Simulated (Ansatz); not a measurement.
A crystal relaxed with r2SCAN in Ansatz has space group Fm-3m (No. 225) and a = 5.318 Å.

```
atom  site       x       y       z
   K    4a  0.0000  0.0000  0.0000
  Xx    4b  0.5000  0.0000  0.0000
```

r2SCAN gives a direct gap of 6.91 eV at Γ. HSE06 gives a direct gap of 8.26 eV at Γ. Meshes: r2SCAN 8×8×8, HSE06 6×6×6. r2SCAN's ε∞ is 1.9 in all directions.

Task: Which element is Xx?
A. H
B. Cl
C. F
D. I

Result: C. Xx is F: KF (started from an entry of an open crystallographic database). K has 6 F at 2.66 Å; F has 6 K at 2.66 Å.

Calculated for a static, non-magnetic cell.

The meshes of the hybrids are coarse, so their gaps aren't converged to the digits shown.
